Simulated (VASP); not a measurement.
# Ge in VASP: one cell, several levels of theory

Ge in the diamond structure, under -5.0 % biaxial strain in x and y, free along z is computed at one geometry. Runs: PBE, r2SCAN.

Program: VASP 6.6.1. PAW datasets, plane waves. Spin-unpolarised throughout; all numbers are computed.

## 1. The system as given

The cell comes from an earlier relaxation with r2SCAN in another program, then strained, with the atoms relaxed again.

The symmetry is I4_1/amd (No. 141, tetragonal); a = 3.811 Å, c = 5.869 Å in the conventional setting, 21.31 Å³ an atom. Ge has 4 Ge at 2.41 Å.

As a file:

```xyz
2
Lattice="0.0000 2.6950 2.9343 2.6950 0.0000 2.9343 2.6950 2.6950 0.0000" Properties=species:S:1:pos:R:3 pbc="T T T"
Ge    0.0000    0.0000    0.0000
Ge    1.3475    1.3475    1.4672
```

## 2. PBE at this geometry

File INCAR:

```
ENCUT = 520.000000
SIGMA = 0.020000
EDIFF = 1.00e-07
GGA = PE
PREC = Accurate
IBRION = -1
ISIF = 2
ISMEAR = -1
NBANDS = 21
NELM = 120
NSW = 0
LASPH = .TRUE.
LCHARG = .FALSE.
LWAVE = .FALSE.
LREAL = .FALSE.
```

File KPOINTS:

```
KPOINTS created by Atomic Simulation Environment
0
Gamma
8 8 8
0 0 0
```

File KPOINTS_OPT:

```
special points
7
Reciprocal
0.0000000000 0.0000000000 0.0000000000 1
0.5000000000 0.0000000000 0.5000000000 1
0.6250000000 0.2500000000 0.6250000000 1
0.3750000000 0.3750000000 0.7500000000 1
0.5000000000 0.5000000000 0.5000000000 1
0.5000000000 0.2500000000 0.7500000000 1
0.0000000000 0.0000000000 0.5000000000 1
```

File POSCAR:

```
Ge
 1.0000000000000000
     0.0000000000000000    2.6950298364999998    2.9343236711000000
     2.6950298364999998    0.0000000000000000    2.9343236711000000
     2.6950298364999998    2.6950298364999998    0.0000000000000000
 Ge
   2
Cartesian
  0.0000000000000000  0.0000000000000000  0.0000000000000000
  1.3475149182499997  1.3475149182499997  1.4671618355500000
```

Potentials: the recommended PBE PAW datasets, 28 valence electrons in the neutral cell.

The run is started by

```bash
$ mpirun -np 1 vasp_std
```

Printed to the terminal (iteration lines stand in OSZICAR):

```text
POSCAR found type information on POSCAR Ge
 POSCAR found :  1 types and       2 ions
 LDA part: xc-table for (Slater+PW92), standard interpolation
 POSCAR, INCAR and KPOINTS ok, starting setup
 FFT: planning ... GRIDC
 FFT: planning ... GRID_SOFT
 FFT: planning ... GRID
 WAVECAR not read
 entering main loop
 Start KPOINTS_OPT (optional k-point list driver)
k-point batch [1-7\7]
```

OSZICAR:

```text
N       E                     dE             d eps       ncg     rms          rms(c)
DAV:   1     0.184492540238E+03    0.18449E+03   -0.14505E+04  2815   0.373E+03
DAV:   2     0.173611107122E+02   -0.16713E+03   -0.16200E+03  2488   0.615E+02
DAV:   3    -0.814572482120E+01   -0.25507E+02   -0.25322E+02  2838   0.141E+02
DAV:   4    -0.894082945679E+01   -0.79510E+00   -0.79461E+00  2871   0.291E+01
DAV:   5    -0.895327799296E+01   -0.12449E-01   -0.12448E-01  2803   0.394E+00    0.345E+00
DAV:   6    -0.888101001996E+01    0.72268E-01   -0.24534E-02  2904   0.142E+00    0.204E+00
DAV:   7    -0.884413420564E+01    0.36876E-01   -0.56961E-02  2868   0.206E+00    0.148E-01
DAV:   8    -0.884582807035E+01   -0.16939E-02   -0.60599E-03  2793   0.902E-01    0.450E-02
DAV:   9    -0.884594970615E+01   -0.12164E-03   -0.18992E-04  2867   0.164E-01    0.151E-02
DAV:  10    -0.884595612963E+01   -0.64235E-05   -0.20232E-05  3103   0.600E-02    0.635E-03
DAV:  11    -0.884595757148E+01   -0.14418E-05   -0.40151E-06  2803   0.252E-02    0.173E-03
DAV:  12    -0.884595767760E+01   -0.10613E-06   -0.15820E-07  2296   0.375E-03    0.519E-04
DAV:  13    -0.884595763262E+01    0.44985E-07   -0.17042E-08  1764   0.173E-03
   1 F= -.88459576E+01 E0= -.88457756E+01  d E =-.363983E-03
       N       E                     dE             ncg
DAV:   1     0.157662950090E+04   -0.72101E+04      325
DAV:   2     0.398016300619E+03   -0.11786E+04      299
DAV:   3     0.217710541682E+03   -0.18031E+03      324
DAV:   4     0.211808186656E+03   -0.59024E+01      329
DAV:   5     0.211714843232E+03   -0.93343E-01      334
DAV:   6     0.211712352209E+03   -0.24910E-02      339
DAV:   7     0.211712249792E+03   -0.10242E-03      347
DAV:   8     0.211712245317E+03   -0.44754E-05      339
DAV:   9     0.211712245080E+03   -0.23681E-06      310
DAV:  10     0.211712245066E+03   -0.13558E-07      217
```

The lines after F= are the extra pass for the points of KPOINTS_OPT, at fixed density; their E is not a total energy.

OUTCAR, selected sections:

```text
k-points           NKPTS =     59   k-points in BZ     NKDIM =     59   number of bands    NBANDS=     21

   NELECT =      28.0000    total number of electrons

   dimension x,y,z NGX =    30 NGY =   30 NGZ =   28
   dimension x,y,z NGXF=    60 NGYF=   60 NGZF=   56

  energy-cutoff  :      520.00
  volume of cell :       42.63
      direct lattice vectors                 reciprocal lattice vectors
     0.000000000  2.695029836  2.934323671    -0.185526703  0.185526703  0.170397017
     2.695029836  0.000000000  2.934323671     0.185526703 -0.185526703  0.170397017
     2.695029836  2.695029836  0.000000000     0.185526703  0.185526703 -0.170397017

 k-points in reciprocal lattice and weights: KPOINTS created by Atomic Simulation Env
   0.00000000  0.00000000  0.00000000       0.002
   0.12500000  0.00000000  0.00000000       0.016
   0.25000000  0.00000000  0.00000000       0.016
   0.37500000  0.00000000  0.00000000       0.016
   0.50000000  0.00000000  0.00000000       0.008
   0.12500000  0.12500000  0.00000000       0.004
   0.25000000  0.12500000  0.00000000       0.016
   0.37500000  0.12500000  0.00000000       0.016
[... 51 more k-points ...]

 E-fermi :   5.8021

 k-point     1 :       0.0000    0.0000    0.0000
  band No.  band energies     occupation
      1     -19.3149      2.00000
      2     -19.3149      2.00000
      3     -19.2909      2.00000
      4     -19.2717      2.00000
      5     -19.2604      2.00000
      6     -19.0505      2.00000
      7     -19.0177      2.00000
      8     -19.0132      2.00000
      9     -19.0132      2.00000
     10     -18.9964      2.00000
     11      -7.6341      2.00000
     12       5.1023      2.00000
     13       5.8584      0.11298
     14       5.8584      0.11297
     15       6.1214      0.00000
     16       8.0837      0.00000
     17       8.0837      0.00000
     18       8.4915      0.00000
     19      12.1949      0.00000
     20      14.2045      0.00000
     21      15.2513      0.00000

 k-point     2 :       0.1250    0.0000    0.0000
  band No.  band energies     occupation
      1     -19.3244      2.00000
      2     -19.3143      2.00000
      3     -19.3010      2.00000
      4     -19.2539      2.00000
      5     -19.2486      2.00000
      6     -19.0558      2.00000
      7     -19.0388      2.00000
      8     -19.0167      2.00000
      9     -18.9939      2.00000
     10     -18.9930      2.00000
     11      -7.4320      2.00000
     12       3.2749      2.00000
     13       4.9938      2.00000
     14       5.5222      2.00000
     15       6.8804      0.00000
     16       8.5915      0.00000
     17       8.6495      0.00000
     18       9.4387      0.00000
     19      13.1199      0.00000
     20      13.5889      0.00000
     21      14.9347      0.00000

 k-point     3 :       0.2500    0.0000    0.0000
  band No.  band energies     occupation
      1     -19.3381      2.00000
      2     -19.3179      2.00000
      3     -19.3011      2.00000
      4     -19.2310      2.00000
      5     -19.2305      2.00000
      6     -19.0658      2.00000
      7     -19.0573      2.00000
      8     -19.0241      2.00000
      9     -18.9913      2.00000
     10     -18.9757      2.00000
     11      -6.8438      2.00000
     12       0.7949      2.00000
     13       4.3266      2.00000
     14       5.0076      2.00000
     15       6.3865      0.00000
     16       9.2767      0.00000
     17       9.3849      0.00000
     18      11.5753      0.00000
     19      13.4508      0.00000
     20      14.3027      0.00000
     21      14.3123      0.00000

 k-point     4 :       0.3750    0.0000    0.0000
  band No.  band energies     occupation
      1     -19.3462      2.00000
      2     -19.3201      2.00000
      3     -19.2956      2.00000
      4     -19.2201      2.00000
      5     -19.2171      2.00000
      6     -19.0724      2.00000
      7     -19.0669      2.00000
      8     -19.0294      2.00000
      9     -18.9922      2.00000
     10     -18.9652      2.00000
     11      -5.9741      2.00000
     12      -1.2804      2.00000
     13       3.8527      2.00000
     14       4.6616      2.00000
     15       5.9658      0.00056
     16       9.3346      0.00000
     17       9.6824      0.00000
     18      13.0233      0.00000
     19      14.0640      0.00000
     20      15.1689      0.00000
     21      15.8492      0.00000

[... the tables of k-points 5 to 59 left out ...]

  Total        2.9538716      2.9538716      1.0461052      0.0000000      0.0000000      0.0000000
  in kB      111.0291532    111.0291532     39.3206593      0.0000000      0.0000000      0.0000000
  external PRESSURE =      87.1263219 kB  Pullay stress =       0.0000000 kB

 POSITION                                       TOTAL-FORCE (eV/Angst)
 -----------------------------------------------------------------------------------
      0.00000      0.00000      0.00000         0.000000      0.000000      0.000000
      1.34751      1.34751      1.46716        -0.000000     -0.000000      0.000000
 -----------------------------------------------------------------------------------
    total drift:                                0.000000     -0.000000      0.000000

  FREE ENERGIE OF THE ION-ELECTRON SYSTEM (eV)
  ---------------------------------------------------
  free  energy   TOTEN  =        -8.8459576326 eV

  energy  without entropy=       -8.8455936493  energy(sigma->0) =       -8.84577564
```

It took 58 s on 1 MPI rank of Intel Xeon Platinum 8488C, shared host; peak memory 0.21 GiB.

The levels at the points of KPOINTS_OPT are read from vasprun.xml.

Levels at the named points, in eV from the top of band v (v: the last filled band by count, c: the next):

| point | v−1 | v | c | c+1 |
| --- | --- | --- | --- | --- |
| Γ | 0.00 | 0.00 | 0.26 | 2.23 |
| X | -3.73 | -3.73 | 0.19 | 0.19 |
| U | -4.88 | -3.28 | 0.63 | 3.59 |
| K | -4.90 | -2.61 | 1.40 | 4.76 |
| L | -2.17 | -1.31 | -0.04 | 3.43 |
| W | -4.42 | -4.42 | 4.34 | 4.34 |

With PBE the last filled band overlaps the next by 0.04 eV, so there is no gap. The pressure is 8.71 GPa; the forces vanish within 0.01 eV/Å.

## 3. Single point with r2SCAN

File INCAR:

```
ENCUT = 520.000000
SIGMA = 0.020000
EDIFF = 1.00e-07
ALGO = Normal
METAGGA = R2SCAN
PREC = Accurate
IBRION = -1
ISIF = 2
ISMEAR = -1
NBANDS = 21
NELM = 120
NSW = 0
LASPH = .TRUE.
LCHARG = .TRUE.
LELF = .TRUE.
LWAVE = .FALSE.
LREAL = .FALSE.
```

KPOINTS is that of step 2.

KPOINTS_OPT is that of step 2.

POSCAR is that of step 2.

The run is started by

```bash
$ mpirun -np 1 vasp_std
```

Printed to the terminal (iteration lines stand in OSZICAR):

```text
POSCAR found type information on POSCAR Ge
 POSCAR found :  1 types and       2 ions
 -----------------------------------------------------------------------------
|                                                                             |
|                                                                             |
|     You enforced a specific xc type in the INCAR file but a different       |
|     I HOPE YOU KNOW WHAT YOU ARE DOING!                                     |
|                                                                             |
 -----------------------------------------------------------------------------

 LDA part: xc-table for (None), standard interpolation
 POSCAR, INCAR and KPOINTS ok, starting setup
 FFT: planning ... GRIDC
 FFT: planning ... GRID_SOFT
 FFT: planning ... GRID
 WAVECAR not read
 entering main loop
 Start KPOINTS_OPT (optional k-point list driver)
k-point batch [1-7\7]
```

OSZICAR:

```text
N       E                     dE             d eps       ncg     rms          rms(c)
DAV:   1     0.167783822487E+03    0.16778E+03   -0.14851E+04  2823   0.382E+03
DAV:   2    -0.331165864935E+01   -0.17110E+03   -0.16583E+03  2488   0.631E+02
DAV:   3    -0.294676123007E+02   -0.26156E+02   -0.25965E+02  2828   0.144E+02
DAV:   4    -0.302882993337E+02   -0.82069E+00   -0.82019E+00  2868   0.299E+01
DAV:   5    -0.303017172888E+02   -0.13418E-01   -0.13418E-01  2808   0.414E+00    0.361E+00
DAV:   6    -0.276437379068E+02    0.26580E+01   -0.29838E-01  2673   0.913E+00    0.209E+00
DAV:   7    -0.276220784111E+02    0.21659E-01   -0.11048E-01  3232   0.444E+00    0.263E-01
DAV:   8    -0.276212372992E+02    0.84111E-03   -0.56832E-03  3355   0.127E+00    0.111E-01
DAV:   9    -0.276213369648E+02   -0.99666E-04   -0.80657E-03  3352   0.185E+00    0.705E-02
DAV:  10    -0.276210663914E+02    0.27057E-03   -0.57805E-04  3249   0.450E-01    0.317E-02
DAV:  11    -0.276209903076E+02    0.76084E-04   -0.32636E-04  3530   0.349E-01    0.588E-03
DAV:  12    -0.276209934959E+02   -0.31882E-05   -0.18840E-05  3163   0.607E-02    0.332E-03
DAV:  13    -0.276209966601E+02   -0.31642E-05   -0.81648E-07  3173   0.121E-02    0.170E-03
DAV:  14    -0.276209968016E+02   -0.14157E-06   -0.55577E-07  2742   0.145E-02    0.698E-04
DAV:  15    -0.276209964325E+02    0.36915E-06   -0.28090E-08  1674   0.169E-03    0.135E-04
DAV:  16    -0.276209962853E+02    0.14713E-06   -0.34578E-09  1359   0.663E-04    0.855E-05
DAV:  17    -0.276209963344E+02   -0.49075E-07   -0.91265E-10  1324   0.357E-04
   1 F= -.27620996E+02 E0= -.27620973E+02  d E =-.468216E-04
       N       E                     dE             ncg
DAV:   1     0.147526280510E+04   -0.73115E+04      325
DAV:   2     0.259977970801E+03   -0.12153E+04      299
DAV:   3     0.751804890537E+02   -0.18480E+03      319
DAV:   4     0.691277695036E+02   -0.60527E+01      339
DAV:   5     0.690267362180E+02   -0.10103E+00      324
DAV:   6     0.690239003696E+02   -0.28358E-02      339
DAV:   7     0.690237788500E+02   -0.12152E-03      358
DAV:   8     0.690237740890E+02   -0.47610E-05      344
DAV:   9     0.690237738211E+02   -0.26785E-06      323
DAV:  10     0.690237738093E+02   -0.11876E-07      217
```

OUTCAR, selected sections:

```text
k-points           NKPTS =     59   k-points in BZ     NKDIM =     59   number of bands    NBANDS=     21

   NELECT =      28.0000    total number of electrons

   dimension x,y,z NGX =    30 NGY =   30 NGZ =   28
   dimension x,y,z NGXF=    60 NGYF=   60 NGZF=   56

  energy-cutoff  :      520.00
  volume of cell :       42.63
      direct lattice vectors                 reciprocal lattice vectors
     0.000000000  2.695029836  2.934323671    -0.185526703  0.185526703  0.170397017
     2.695029836  0.000000000  2.934323671     0.185526703 -0.185526703  0.170397017
     2.695029836  2.695029836  0.000000000     0.185526703  0.185526703 -0.170397017

 k-points in reciprocal lattice and weights: KPOINTS created by Atomic Simulation Env
   0.00000000  0.00000000  0.00000000       0.002
   0.12500000  0.00000000  0.00000000       0.016
   0.25000000  0.00000000  0.00000000       0.016
   0.37500000  0.00000000  0.00000000       0.016
   0.50000000  0.00000000  0.00000000       0.008
   0.12500000  0.12500000  0.00000000       0.004
   0.25000000  0.12500000  0.00000000       0.016
   0.37500000  0.12500000  0.00000000       0.016
[... 51 more k-points ...]

 E-fermi :   5.7577

 k-point     1 :       0.0000    0.0000    0.0000
  band No.  band energies     occupation
      1     -20.1792      2.00000
      2     -20.1792      2.00000
      3     -20.1530      2.00000
      4     -20.1330      2.00000
      5     -20.1195      2.00000
      6     -19.9030      2.00000
      7     -19.8655      2.00000
      8     -19.8655      2.00000
      9     -19.8627      2.00000
     10     -19.8417      2.00000
     11      -8.3657      2.00000
     12       4.8909      2.00000
     13       5.6882      1.93991
     14       5.6882      1.93980
     15       6.3314      0.00000
     16       8.0403      0.00000
     17       8.0406      0.00000
     18       8.4975      0.00000
     19      12.6897      0.00000
     20      14.4451      0.00000
     21      15.7366      0.00000

 k-point     2 :       0.1250    0.0000    0.0000
  band No.  band energies     occupation
      1     -20.1889      2.00000
      2     -20.1785      2.00000
      3     -20.1637      2.00000
      4     -20.1142      2.00000
      5     -20.1072      2.00000
      6     -19.9081      2.00000
      7     -19.8877      2.00000
      8     -19.8689      2.00000
      9     -19.8415      2.00000
     10     -19.8399      2.00000
     11      -8.1537      2.00000
     12       3.0808      2.00000
     13       4.7840      2.00000
     14       5.3330      2.00000
     15       6.9746      0.00000
     16       8.5755      0.00000
     17       8.6787      0.00000
     18       9.5576      0.00000
     19      13.5640      0.00000
     20      13.8962      0.00000
     21      15.2415      0.00000

 k-point     3 :       0.2500    0.0000    0.0000
  band No.  band energies     occupation
      1     -20.2032      2.00000
      2     -20.1816      2.00000
      3     -20.1644      2.00000
      4     -20.0901      2.00000
      5     -20.0882      2.00000
      6     -19.9178      2.00000
      7     -19.9063      2.00000
      8     -19.8759      2.00000
      9     -19.8384      2.00000
     10     -19.8242      2.00000
     11      -7.5369      2.00000
     12       0.4791      2.00000
     13       4.0770      2.00000
     14       4.7879      2.00000
     15       6.4681      0.00000
     16       9.3418      0.00000
     17       9.4157      0.00000
     18      11.8654      0.00000
     19      13.8086      0.00000
     20      14.5961      0.00000
     21      14.7039      0.00000

 k-point     4 :       0.3750    0.0000    0.0000
  band No.  band energies     occupation
      1     -20.2117      2.00000
      2     -20.1836      2.00000
      3     -20.1588      2.00000
      4     -20.0774      2.00000
      5     -20.0757      2.00000
      6     -19.9243      2.00000
      7     -19.9155      2.00000
      8     -19.8803      2.00000
      9     -19.8407      2.00000
     10     -19.8138      2.00000
     11      -6.6252      2.00000
     12      -1.6988      2.00000
     13       3.5766      2.00000
     14       4.4201      2.00000
     15       6.0427      0.00000
     16       9.4177      0.00000
     17       9.7401      0.00000
     18      13.3846      0.00000
     19      14.5017      0.00000
     20      15.5086      0.00000
     21      16.2637      0.00000

[... the tables of k-points 5 to 59 left out ...]

  Total        2.2916851      2.2916851      0.0355575      0.0000000     -0.0000000      0.0000000
  in kB       86.1391037     86.1391037      1.3365245      0.0000000     -0.0000000      0.0000000
  external PRESSURE =      57.8715773 kB  Pullay stress =       0.0000000 kB

 POSITION                                       TOTAL-FORCE (eV/Angst)
 -----------------------------------------------------------------------------------
      0.00000      0.00000      0.00000         0.000000      0.000000     -0.000000
      1.34751      1.34751      1.46716        -0.000000     -0.000000      0.000000
 -----------------------------------------------------------------------------------
    total drift:                                0.000000     -0.000000      0.000000

  FREE ENERGIE OF THE ION-ELECTRON SYSTEM (eV)
  ---------------------------------------------------
  free  energy   TOTEN  =       -27.6209963344 eV

  energy  without entropy=      -27.6209495129  energy(sigma->0) =      -27.62097292
```

Run time: 3.6 min. Hardware: 1 MPI rank of Intel Xeon Platinum 8488C, shared host; peak memory 0.21 GiB.

The levels at the points of KPOINTS_OPT are read from vasprun.xml.

Near the gap, in eV above the top of the last filled band v; c is the band after it:

| point | v−1 | v | c | c+1 |
| --- | --- | --- | --- | --- |
| Γ | 0.00 | 0.00 | 0.64 | 2.35 |
| X | -3.91 | -3.91 | 0.38 | 0.38 |
| U | -5.07 | -3.44 | 0.84 | 3.89 |
| K | -5.09 | -2.75 | 1.67 | 5.12 |
| L | -2.29 | -1.39 | 0.20 | 3.68 |
| W | -4.59 | -4.59 | 4.67 | 4.67 |

Gap with r2SCAN: 0.15 eV, valence top at Γ, conduction bottom at (0.38, 0.00, 0.38). Least direct gap: 0.64 eV. The pressure is 5.79 GPa; the forces vanish within 0.01 eV/Å.

The maps below are laid out on this run's own conventional cell (a, b, c = 3.811, 3.811, 5.869 Å).

Density in a lattice plane of the grid's cell (edges 3.81 and 5.87 Å, at 0.000 of the third edge), which holds Ge.

Values in e/Å³, 12 rows by 8 columns:
```
 7.11  2.65  0.54  0.44  0.47  0.44  0.54  2.65
 0.41  0.43  0.54  2.51  6.85  2.51  0.54  0.43
 0.15  0.21  0.47  7.15 18.14  7.15  0.47  0.21
 0.05  0.10  0.27  2.45  6.85  2.45  0.27  0.10
 0.03  0.05  0.13  0.31  0.47  0.31  0.13  0.05
 0.02  0.03  0.06  0.11  0.14  0.11  0.06  0.03
 0.03  0.03  0.04  0.05  0.06  0.05  0.04  0.03
 0.05  0.05  0.04  0.03  0.03  0.03  0.04  0.05
 0.15  0.11  0.06  0.03  0.02  0.03  0.06  0.11
 0.41  0.30  0.13  0.05  0.03  0.05  0.13  0.30
 7.11  2.59  0.28  0.10  0.06  0.10  0.28  2.59
18.89  7.47  0.48  0.20  0.14  0.20  0.48  7.47
```
Columns run along the first of these edges and rows up along the second, over one cell in 8 and 12 even steps from the bottom left corner. Atoms in the plane (fractional): Ge at (0.00, 0.00), Ge at (0.50, 0.75).

ELF in the same plane.

Ten even steps from ' ' (0.01) to '@' (0.76):
```
..::==##%%@@%%**++**%%@@%%##==::
--++##%%@@@@##**++**##@@@@%%##++
++**##@@@@%%**==--==**%%@@@@##**
****%%@@%%##==......==##%%@@%%**
==++**##**++::..--..::++**##**++
..::==++++++--......--++++++==::
  ..::====++++==--==++++====::..
    ..::==++++++++++++++==::..  
      ..::==++++++++++==::..    
        ..::--======--::..      
            ..........          
                                
                                
......                      ....
====--::..              ..::--==
**++++==::..          ..::==++++
++++++++==::..      ..::==++++++
--==++++====::..  ..::====++++==
....--++++++==::..::==++++++--..
==::::++**##**++==++**##**++::::
```
Columns run along the first of these edges and rows up along the second, over one cell in 16 and 20 even steps from the bottom left corner. Atoms in the plane (fractional): Ge at (0.00, 0.00), Ge at (0.50, 0.75).

Both are smooth fields of the valence electrons: close to the nuclei they are not physical.

The highest ELF values outside the cores: 0.77 on the Ge–Ge line, 1.2 Å from Ge.

## 4. Summary

```
 level  gap (eV)  pressure (GPa)
   PBE     -0.04            8.71
r2SCAN      0.15            5.79
```

A negative gap is an overlap of bands.

**Reading.** The gap runs from -0.04 eV (PBE) to 0.15 eV (r2SCAN). The pressure is highest with PBE (8.7 GPa) and lowest with r2SCAN (5.8 GPa), which orders the cells that they would relax to.
